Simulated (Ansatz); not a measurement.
# Y on Pt(111): change of the work function, part 2 of 4

How does one ordered layer of Y (fcc site) change the work function of Pt(111), and what dipole does each adsorbate carry?

Ansatz 0.2.0; plane-wave DFT, PBE-D3(BJ), Ansatz PAW.

So far, work function, upper face (eV): step 2 (the clean slab) 5.68.

## (3) The covered slab

System of this step: YPt16 (Y/Pt(111)). The cell holds 17 atoms: 16 Pt and 1 Y. Its edges and angles: a = 5.544 Å, b = 5.544 Å, c = 27.854 Å, α = 90.0°, β = 90.0°, γ = 60.0°. Vacuum lies along c.

The clean slab as it ended is repeated in the plane and the adsorbate is set on one face; the cell's size fixes the coverage, and the k-mesh shrinks with it to keep the sampling density about even. Adsorbate and upper layers relax, since the dipole depends on the height.

Contents of input.yaml:

```yaml
crystal:
  lattice:
    - [5.5437171645, 1.0e-10, 0.0]
    - [2.7718585822, 4.8009998959, 0.0]
    - [0.0, 0.0, 27.8544509311]
  atoms:
    - { symbol: Pt, position: [0.0, 0.0, 0.3231081461] }
    - { symbol: Pt, position: [0.1666666667, 0.1666666667, 0.4043595432] }
    - { symbol: Pt, position: [0.3333333333, 0.3333333333, 0.4855585412] }
    - { symbol: Pt, position: [0.0, 0.0, 0.5682605419] }
    - { symbol: Pt, position: [0.0, 0.5, 0.3231081461] }
    - { symbol: Pt, position: [0.1666666667, 0.6666666667, 0.4043595432] }
    - { symbol: Pt, position: [0.3333333333, 0.8333333333, 0.4855585412] }
    - { symbol: Pt, position: [0.0, 0.5, 0.5682605419] }
    - { symbol: Pt, position: [0.5, 0.0, 0.3231081461] }
    - { symbol: Pt, position: [0.6666666667, 0.1666666667, 0.4043595432] }
    - { symbol: Pt, position: [0.8333333333, 0.3333333333, 0.4855585412] }
    - { symbol: Pt, position: [0.5, 0.0, 0.5682605419] }
    - { symbol: Pt, position: [0.5, 0.5, 0.3231081461] }
    - { symbol: Pt, position: [0.6666666667, 0.6666666667, 0.4043595432] }
    - { symbol: Pt, position: [0.8333333333, 0.8333333333, 0.4855585412] }
    - { symbol: Pt, position: [0.5, 0.5, 0.5682605419] }
    - { symbol: "Y", position: [0.1666666667, 0.1666666667, 0.6768918539] }
kpoints:
  mp_grid: { grid: [6, 6, 1] }
hamiltonian:
  xc: pbe
  dispersion: d3bj
scf:
  occupations: { method: fermi_dirac, width: 0.1 }
  convergence: { dr2_threshold: 1.0e-08 }
efield:
  axis: 3
  dipole_correction: true
  ramp_position: 0.97
  ramp_width: 0.06
relax:
  f_tol: 0.02
  max_steps: 60
  constraints: [{ sites: [0, 1, 4, 5, 8, 9, 12, 13] }]
output:
  bader: true
  dos: { projected: true, e_range: [-8, 4] }
  write_potential: true
  write_density: true
  volumetric_format: npy
  elf: true
```

Command:

```console
> ansatz run input.yaml --threads 4 --pin off --max-ram 6144MiB --backend cpu --events-out ev --progress --plain --runs-dir out
```

Numbers of over 12 decimals in the logs are rounded to 6 here.

The log of the run:

```text
[...]
Crystal: 17 atoms, lattice volume = 741.357 Å³
Basis set: ecut = 420 eV, 14505 PW (Γ), exchange–correlation on 80×80×384 points (8 copies of the dense FFT grid, shifted against one another)
Bands: 180, of which v1, the nominal top of the filled ones, is band 150 counted from 1 (149 counted from 0)
Symmetry: 6 space group operations
[...]
k-points: 7 of 36 (time reversal used)
[...]
SCF iter   1: F=—  HF=-204222.112364 eV  |F-HF|=—  |Δ(HF+E_count)|=         —  Δρ=6.40e-3  dr2=3.14e0  ethr=1.77e-3  p=0.319 e·Å  D=7.79e-2 V/Å  ΔV_dip=-2.17 eV  dr2_dipole=1.88e-2  V_vac-E_F(+/−)=3.03/5.20 eV  ⟨swp⟩=7.9  Hψ=5146  notcnv=0  defer=32
[...]
SCF iter  13: F=-204222.070649 eV  HF=-204222.070649 eV  |F-HF|=7.19e-9  |Δ(HF+E_count)|=   2.79e-9  Δρ=4.95e-7  dr2=4.55e-9  ethr=3.34e-12  p=0.349 e·Å  D=8.52e-2 V/Å  ΔV_dip=-2.37 eV  dr2_dipole=4.35e-10  V_vac-E_F(+/−)=3.28/5.65 eV  ⟨swp⟩=16.3  Hψ=9382  notcnv=0
SCF 1 converged in 13 iterations: F = -204222.070649 eV  dr2 = 4.55e-9
[...]
relax step   1: F+E_penalty+E_count = -204222.07064885 eV  Δ(F+E_penalty+E_count) = +0.000e0 eV  max|allowed force component| = 3.281e0 eV/Å  Δτ_max = 0.0000 Å  (13 SCF iters, accepted)
[...]
SCF iter  11: F=-204222.706610 eV  HF=-204222.706609 eV  |F-HF|=2.26e-8  |Δ(HF+E_count)|=   3.93e-8  Δρ=6.54e-7  dr2=6.17e-9  ethr=3.34e-12  p=0.367 e·Å  D=8.97e-2 V/Å  ΔV_dip=-2.50 eV  dr2_dipole=6.42e-11  V_vac-E_F(+/−)=3.16/5.66 eV  ⟨swp⟩=15.0  Hψ=9312  notcnv=0
WARN: dispersion: an atom stands within reach of a switch of its C6 between two reference coordination numbers of its element: through that C6 alone, e_disp changes by 0.025 eV or more while the distances to its neighbours run over a stretch of 0.05 Å that contains this geometry (sites counted from 0 in the run's list of atoms or, in a supercell that it derives, in that cell's: here a list of 17) — site 16 (Y): coordination number 2.574 (about 2.40 to 2.75 with every neighbour 0.05 Å farther or nearer), switch near 2.403 between the references 2.890 (weight 0.79) and 1.915 (weight 0.21), e_disp changing by some 0.08 eV. [rest of the remark cut]
SCF 2 converged in 11 iterations: F = -204222.706610 eV  dr2 = 6.17e-9
relax step   2: F+E_penalty+E_count = -204222.70660950 eV  Δ(F+E_penalty+E_count) = -6.360e-1 eV  max|allowed force component| = 2.675e0 eV/Å  Δτ_max = 0.1949 Å  (11 SCF iters, accepted)
SCF iter   1: F=—  HF=-204223.490340 eV  |F-HF|=—  |Δ(HF+E_count)|=         —  Δρ=3.65e-3  dr2=1.95e-1  ethr=5.14e-4  p=0.367 e·Å  D=8.97e-2 V/Å  ΔV_dip=-2.50 eV  dr2_dipole=2.05e-2  V_vac-E_F(+/−)=3.18/5.67 eV  ⟨swp⟩=4.4  Hψ=2819  notcnv=0  defer=49
[...]
SCF iter  12: F=-204223.465399 eV  HF=-204223.465399 eV  |F-HF|=3.93e-9  |Δ(HF+E_count)|=   4.29e-8  Δρ=4.45e-7  dr2=4.42e-9  ethr=3.34e-12  p=0.398 e·Å  D=9.72e-2 V/Å  ΔV_dip=-2.71 eV  dr2_dipole=2.13e-11  V_vac-E_F(+/−)=2.97/5.67 eV  ⟨swp⟩=14.7  Hψ=9097  notcnv=0
SCF 3 converged in 12 iterations: F = -204223.465399 eV  dr2 = 4.42e-9
relax step   3: F+E_penalty+E_count = -204223.46539932 eV  Δ(F+E_penalty+E_count) = -7.588e-1 eV  max|allowed force component| = 3.441e0 eV/Å  Δτ_max = 0.1950 Å  (12 SCF iters, accepted)
[...]
relax step   4: F+E_penalty+E_count = -204224.15868270 eV  Δ(F+E_penalty+E_count) = -6.933e-1 eV  max|allowed force component| = 2.518e0 eV/Å  Δτ_max = 0.1950 Å  (12 SCF iters, accepted)
[...]
relax step   5: F+E_penalty+E_count = -204224.51292288 eV  Δ(F+E_penalty+E_count) = -3.542e-1 eV  max|allowed force component| = 5.030e-1 eV/Å  Δτ_max = 0.1950 Å  (12 SCF iters, accepted)
[...]
relax step   6: F+E_penalty+E_count = -204224.55082731 eV  Δ(F+E_penalty+E_count) = -3.790e-2 eV  max|allowed force component| = 2.207e-1 eV/Å  Δτ_max = 0.1936 Å  (13 SCF iters, accepted)
[...]
relax step   7: F+E_penalty+E_count = -204224.57869707 eV  Δ(F+E_penalty+E_count) = -2.787e-2 eV  max|allowed force component| = 5.315e-2 eV/Å  Δτ_max = 0.0596 Å  (11 SCF iters, accepted)
SCF iter   1: F=—  HF=-204224.578546 eV  |F-HF|=—  |Δ(HF+E_count)|=         —  Δρ=5.91e-4  dr2=2.17e-3  ethr=8.25e-6  p=0.509 e·Å  D=1.24e-1 V/Å  ΔV_dip=-3.46 eV  dr2_dipole=2.58e-4  V_vac-E_F(+/−)=2.21/5.68 eV  ⟨swp⟩=2.3  Hψ=2266  notcnv=0  defer=49
[...]
SCF iter   9: F=-204224.579435 eV  HF=-204224.579435 eV  |F-HF|=9.81e-9  |Δ(HF+E_count)|=   2.24e-8  Δρ=7.19e-7  dr2=7.85e-9  ethr=3.34e-12  p=0.509 e·Å  D=1.24e-1 V/Å  ΔV_dip=-3.46 eV  dr2_dipole=2.34e-11  V_vac-E_F(+/−)=2.21/5.68 eV  ⟨swp⟩=12.6  Hψ=8682  notcnv=0
SCF 8 converged in 9 iterations: F = -204224.579435 eV  dr2 = 7.85e-9
relax step   8: F+E_penalty+E_count = -204224.57943457 eV  Δ(F+E_penalty+E_count) = -7.375e-4 eV  max|allowed force component| = 1.610e-2 eV/Å  Δτ_max = 0.0179 Å  (9 SCF iters, accepted)
NSCF: frozen V_eff on 7 k-points
[...]
SCF converged after 9 iterations
Free energy (F): -204224.579435 eV
[...]
Internal energy: -204223.779211 eV  (E = F + TS)
E sigma→0 (E₀):  -204224.179323 eV
Entropy (-TS):   -0.800223 eV (-47.072 meV/atom)
Fermi energy:    5.599661 eV
Dipole field:    D = 0.124293 V/Å  (p = 0.509229 e·Å, saw-weighted, corrected)
Work function:   Φ+ = 2.2134 eV   Φ− = 5.6755 eV
[...]
--- Forces (eV/Å), atoms counted from 1 ---
  atom   1  Pt     0.00145284     0.00083880    -0.31873243
  atom   2  Pt    -0.00000000    -0.00000000     0.45324467
  atom   3  Pt     0.00203873     0.00117706    -0.00007126
  atom   4  Pt    -0.00545783    -0.00315108    -0.00777792
  atom   5  Pt     0.00000000    -0.00167760    -0.31873243
  atom   6  Pt     0.09244246    -0.05337168     0.25422833
  atom   7  Pt     0.00000000    -0.00235412    -0.00007126
  atom   8  Pt    -0.00000000     0.00630216    -0.00777792
  atom   9  Pt    -0.00145284     0.00083880    -0.31873243
  atom  10  Pt    -0.00000000     0.10674336     0.25422833
  atom  11  Pt    -0.00203873     0.00117706    -0.00007126
  atom  12  Pt     0.00545783    -0.00315108    -0.00777792
  atom  13  Pt     0.00000000     0.00000000    -0.26472069
  atom  14  Pt    -0.09244246    -0.05337168     0.25422833
  atom  15  Pt     0.00000000    -0.00000000     0.00054640
  atom  16  Pt    -0.00000000     0.00000000     0.01185771
  atom  17  Y     -0.00000000     0.00000000     0.01609643
  max |Σ_I F_I| component: 3.53e-5 eV/Å
--- Band table (eV; the first three rows and the last of 7) ---
  k-point 0: bands = [... 146 lower, 5.9222, 5.9671, 5.9671, 5.9962, 6.0636, 6.1855, 6.1855, 6.2001, ... 26 higher]
  k-point 1: bands = [... 146 lower, 5.6050, 5.6397, 5.6773, 5.7392, 5.8510, 5.8733, 5.9128, 6.1001, ... 26 higher]
  k-point 2: bands = [... 146 lower, 5.1708, 5.4624, 5.5031, 5.5531, 5.6197, 5.7934, 5.8669, 5.9190, ... 26 higher]
  k-point 6: bands = [... 146 lower, 5.1673, 5.1736, 5.1963, 5.2355, 5.2590, 5.3145, 5.3223, 5.3758, ... 26 higher]
--- Relaxed structure (8 steps of the walk, 8 accepted, 0 SCFs on fresh bases) ---
  F+E_penalty+E_count = -204224.57943457 eV   max|allowed force component| = 1.610e-2 eV/Å
  atoms:
    - { symbol: Pt, position: [-1.795949010449182e-17, -1.795949010449182e-17, 0.323108] }
    - { symbol: Pt, position: [0.166667, 0.166667, 0.404360] }
    - { symbol: Pt, position: [0.333970, 0.333970, 0.486902] }
    - { symbol: Pt, position: [-0.00428833, -0.00428833, 0.570741] }
    - { symbol: Pt, position: [5.551115123125783e-17, 0.5, 0.323108] }
    - { symbol: Pt, position: [0.166667, 0.666667, 0.404360] }
    - { symbol: Pt, position: [0.333970, 0.832059, 0.486902] }
    - { symbol: Pt, position: [-0.00428833, 0.508577, 0.570741] }
    - { symbol: Pt, position: [0.5, -1.7959490104895715e-17, 0.323108] }
    - { symbol: Pt, position: [0.666667, 0.166667, 0.404360] }
    - { symbol: Pt, position: [0.832059, 0.333970, 0.486902] }
    - { symbol: Pt, position: [0.508577, -0.00428833, 0.570741] }
    - { symbol: Pt, position: [0.500000, 0.5, 0.323108] }
    - { symbol: Pt, position: [0.666667, 0.666667, 0.404360] }
    - { symbol: Pt, position: [0.833333, 0.833333, 0.484787] }
    - { symbol: Pt, position: [0.500000, 0.5, 0.574209] }
    - { symbol: Y, position: [0.166667, 0.166667, 0.644238] }
--- Bader charges: 17 sites ---
  site symbol  charge [e]  shift [e]
     0     Pt     -0.0435     0.0000
     1     Pt      0.0512     0.0000
     2     Pt      0.0060     0.0000
     3     Pt     -0.3695     0.0000
     4     Pt     -0.0435     0.0000
     5     Pt      0.0495     0.0000
     6     Pt      0.0060     0.0000
     7     Pt     -0.3695     0.0000
     8     Pt     -0.0436     0.0000
     9     Pt      0.0495     0.0000
    10     Pt      0.0060     0.0000
    11     Pt     -0.3695     0.0000
    12     Pt     -0.0406     0.0000
    13     Pt      0.0495     0.0000
    14     Pt     -0.0319     0.0000
    15     Pt     -0.2554     0.0000
    16      Y      1.3495     0.0001
  estimated error of the sums over rays = 4.2e-4 e
```

Run time: 5.6 min. Hardware: 4 threads of Arm Neoverse V1, shared host; peak memory 3.2 GiB; 22 min of CPU time.

The steps of the relaxation:

```tsv
step	energy less that of the first step (eV)	largest force component (eV/Å)
1	0.0000	3.2811
2	-0.6360	2.6755
3	-1.3948	3.4414
4	-2.0880	2.5175
5	-2.4423	0.5030
6	-2.4802	0.2207
7	-2.5080	0.0532
8	-2.5088	0.0161
```

The run keeps the 6 symmetry operations that it works with, so distortions that break them were not tested.

The atoms that moved most (Å):

```tsv
atom	dx	dy	dz	length
Y17	0.000	0.000	-0.910	0.910
Pt16	0.000	0.000	0.166	0.166
Pt12	0.036	-0.021	0.069	0.080
Pt4	-0.036	-0.021	0.069	0.080
Pt8	0.000	0.041	0.069	0.080
Pt3	0.005	0.003	0.037	0.038
Pt7	0.000	-0.006	0.037	0.038
Pt11	-0.005	0.003	0.037	0.038
```

Final coordinates:

```
Pt Y
1.0
     5.54372    0.00000    0.00000
     2.77186    4.80100    0.00000
     0.00000    0.00000   27.85445
Pt Y
16 1
Cartesian
  0.0000 0.0000 9.0000
  1.3859 0.8002 11.2632
  2.7772 1.6034 13.5624
  -0.0357 -0.0206 15.8977
  1.3859 2.4005 9.0000
  2.7719 3.2007 11.2632
  4.1578 3.9947 13.5624
  1.3859 2.4417 15.8977
  2.7719 0.0000 9.0000
  4.1578 0.8002 11.2632
  5.5384 1.6034 13.5624
  2.8075 -0.0206 15.8977
  4.1578 2.4005 9.0000
  5.5437 3.2007 11.2632
  6.9296 4.0008 13.5035
  4.1578 2.4005 15.9943
  1.3859 0.8002 17.9449
```

This step gave:

```yaml
energy_at_zero_smearing: -204224.1793 eV
work_function_upper_face: 2.213 eV
work_function_lower_face: 5.676 eV
dipole_along_the_normal: 0.5092 e·Å
step_between_the_vacuum_levels: -3.462 eV
```

Running mean over 2.263 Å of the planar mean; the ramp of the sawtooth is left out. The electron's electrostatic potential energy less the Fermi level by z:

z (Å), electron's electrostatic potential energy less the Fermi level (eV) and a bar from the least value:
```
      3.5        5.7 ##############################
      4.0        5.7 ##############################
      4.5        5.7 ##############################
      5.0        5.7 ##############################
      5.5        5.7 ##############################
      6.0        5.6 ##############################
      6.5        5.4 ##############################
      7.0        4.6 ############################
      7.5        1.2 ######################
      8.0       -5.0 ############
      8.5      -10.0 ####
      9.0      -11.6 #
      9.5      -11.9 
     10.0      -12.1 
     10.5      -12.1 
     11.0      -12.2 
     11.5      -12.2 
     12.0      -12.0 
     12.5      -11.9 
     13.0      -12.0 
     13.5      -12.1 
     14.0      -11.7 #
     14.5      -10.9 ##
     15.0      -10.9 ##
     15.5      -11.7 #
     16.0      -12.0 
     16.5      -11.1 ##
     17.0       -7.6 ########
     17.5       -3.5 ###############
     18.0       -1.7 ##################
     18.5       -1.4 ##################
     19.0       -0.5 ####################
     19.5        0.8 ######################
     20.0        1.6 #######################
     20.5        1.9 ########################
     21.0        2.1 ########################
     21.5        2.1 ########################
     22.0        2.2 ########################
     22.5        2.2 ########################
     23.0        2.2 ########################
     23.5        2.2 ########################
     24.0        2.2 ########################
     24.5        2.2 ########################
```

The density of states has structure finer than the step of the table below, so its rows give means over 0.25 eV, whole bins alone (the curve runs from -8 to 1.98 eV). Peaks (eV: height): -3.850: 45.3, -3.460: 51.4, -3.220: 43.1, -3.100: 54.4, -2.950: 56.2, -2.410: 46.2, 1.260: 42.8.

The density of states by energy, zero at the Fermi level; means over each step:

```tsv
energy (eV)	density of states (states/eV a cell)
-7.75	1.83
-7.50	2.64
-7.25	2.35
-7.00	5.48
-6.75	6.79
-6.50	14.3
-6.25	13.0
-6.00	22.3
-5.75	23.5
-5.50	20.2
-5.25	14.6
-5.00	17.0
-4.75	17.0
-4.50	20.8
-4.25	23.7
-4.00	24.3
-3.75	30.6
-3.50	34.2
-3.25	33.7
-3.00	37.4
-2.75	23.8
-2.50	21.0
-2.25	23.6
-2.00	21.5
-1.75	25.9
-1.50	25.9
-1.25	27.1
-1.00	22.1
-0.75	20.8
-0.50	24.8
-0.25	30.3
0.00	26.3
0.25	18.3
0.50	11.9
0.75	6.63
1.00	6.18
1.25	10.4
1.50	9.53
1.75	10.8
```

Projected DOS per atom over height of the atomic layer and energy from the Fermi level. Layers: Pt4 Pt4 Pt4 Pt4 Y from below.

Ten even steps from '0' (0.03 states/eV) to '9' (3.77 states/eV), each cell a mean:
```
00019
00007
00003
21213
45421
44321
33331
53441
42331
33342
52341
65451
44461
23440
23330
22230
24320
24330
13210
01100
00000
00000
```
Columns: height of the atomic layer (Å) from 9 to 17.9 (not evenly spaced); rows upwards: energy from the Fermi level (eV) from -7.96 to 1.95.

ELF in the ca plane at fractional y = 0.167, with atoms of Pt and Y within 0.2 Å of it. It is the smooth field of the valence electrons, not physical close to the nuclei.

Ten even steps from '0' (0.00) to '9' (0.83), each cell a mean:
```
54322333222454333344444212211122221000000000
54322333222454333344444310001122210000000000
33323454322333322233333321111111100000000000
32234777532233221223332221111110000000000000
32225788632222211223332211111000000000000000
32234787632232211223332211111100000000000000
33223566432333322233333321111111000000000000
44322333322344322344434321001111110000000000
54322233222455333344444211000122211000000000
43322333322344322334443245521122321100000000
32223566432333322223332699962112332100000000
32234787632222211223323988983112332100000000
32235788632222211223324976983112332110000000
32234777532223221223333899972112332100000000
33323454322333322233342478741112322100000000
```
Columns run along c (16.0 Å, from fractional 0.32 to 0.90 of the cell), rows up along a (5.5 Å). Atoms in or near the plane, at fractional coordinates: Pt at (0.40, 0.17), Pt at (0.40, 0.67), Y at (0.64, 0.17).

Valence density in the ca plane at fractional y = 0.167, with atoms of Pt and Y within 0.2 Å of it. It is the smooth field of the valence electrons, not physical close to the nuclei.

Values in units of 1e0 e/Å³, 8 rows by 16 columns, each cell a mean:
```
1.3 0.3 0.4 0.3 1.5 0.7 0.9 1.2 0.2 0.1 0.0 0.0 0.0 0.0 0.0 0.0
0.6 0.8 3.1 0.5 0.7 0.4 0.5 0.6 0.1 0.0 0.0 0.0 0.0 0.0 0.0 0.0
0.3 2.1 9.3 1.1 0.3 0.2 0.2 0.3 0.1 0.0 0.0 0.0 0.0 0.0 0.0 0.0
0.6 0.9 3.6 0.6 0.6 0.3 0.5 0.5 0.1 0.0 0.0 0.0 0.0 0.0 0.0 0.0
1.3 0.3 0.4 0.3 1.5 0.7 0.9 1.1 0.2 0.1 0.0 0.0 0.0 0.0 0.0 0.0
0.6 0.8 3.1 0.5 0.7 0.4 0.4 0.5 0.9 1.4 0.1 0.0 0.0 0.0 0.0 0.0
0.3 2.1 9.3 1.1 0.3 0.2 0.2 0.3 2.1 3.0 0.2 0.0 0.0 0.0 0.0 0.0
0.6 0.9 3.6 0.6 0.6 0.3 0.4 0.5 1.0 1.5 0.1 0.0 0.0 0.0 0.0 0.0
```
Columns run along c (16.0 Å, from fractional 0.32 to 0.90 of the cell), rows up along a (5.5 Å). Atoms in or near the plane, at fractional coordinates: Pt at (0.40, 0.17), Pt at (0.40, 0.67), Y at (0.64, 0.17).

Electrostatic potential energy in the ca plane at fractional y = 0.167, with atoms of Pt and Y within 0.2 Å of it. With pseudopotentials it is smooth inside the atoms' cores, unlike the true potential.

Values in eV, 8 rows by 16 columns, each cell a mean:
```
-15   5   2   5 -18  -3  -6 -11   4   2   6   8   9   9   9   9
 -1  -4 -31   1  -3   4   2   1   9   8   8   8   9   9   9   9
  6 -19 -54 -10   6   8   8   7   9   9   9   9   9   9   9   9
 -1  -5 -34   0  -1   5   2   1   9   8   8   8   9   9   9   9
-15   5   2   5 -18  -3  -6 -11   5   3   6   8   9   9   9   9
 -1  -4 -31   1  -3   4   3   0 -15 -24   2   7   8   9   9   9
  6 -19 -54  -9   6   8   8   5 -34 -47  -1   7   8   9   9   9
 -1  -5 -34   0  -1   5   3   0 -17 -27   2   7   8   9   9   9
```
Columns run along c (16.0 Å, from fractional 0.32 to 0.90 of the cell; values clipped at the 3rd and 97th percentile), rows up along a (5.5 Å). Atoms in or near the plane, at fractional coordinates: Pt at (0.40, 0.17), Pt at (0.40, 0.67), Y at (0.64, 0.17).

The relaxation took 8 steps and lowered the energy by 2.5 eV; the largest force on the free atoms ends at 0.016 eV/Å.

By hand: a sheet of dipoles makes a step −p/(ε₀A) in the electron's potential. With e/ε₀ = 180.95 V·Å, p = 0.5092 e·Å and A = 26.62 Å², that is −180.95 × (0.5092) / 26.62 = -3.462 eV, and the two vacuum levels of the run differ by -3.462 eV.

The covered face has 2.21 eV, -3.46 eV against the clean one; the bare back face has moved by +0.02 eV, a measure of how thin the slab is.

## (4) Work function against coverage

This step: plane-wave DFT, PBE-D3(BJ), Ansatz PAW; work function against coverage (Ansatz 0.2.0).

The runs are now put side by side.

This step gave:

- work function of the clean face: 5.677 eV
- largest change of the work function: -3.464 eV

The work function of the covered face by coverage:

```tsv
coverage (adsorbates/nm²)	work function of the covered face (eV)
0.00	5.68
3.76	2.21
```

The dipole per adsorbate comes from the change of the cell's dipole. Coverage, by row:

```tsv
coverage (1/nm²)	coverage (ML)	work function (eV)	change (eV)	dipole per adsorbate, positive end outwards (debye)	mean height of the added atoms over the highest substrate atom (Å)
3.757	0.25	2.213	-3.464	2.458	1.951
```

(Part 2 of 4 ends here.)

[Logs are printed without paths, hosts, clocks, repeated set-up lines and the standing remarks that a program may print on its own settings, such as how far it seeks lower states.]

[Hosts, paths, dates, database ids (printed as entryN), source tags and the programs' standing remarks are cut or masked in the printed files.]

[Maps of the electrostatic potential energy from Ansatz leave out the sawtooth potential of an applied field or a dipole correction, so their vacuum need not be flat; planar profiles and work functions include it.]
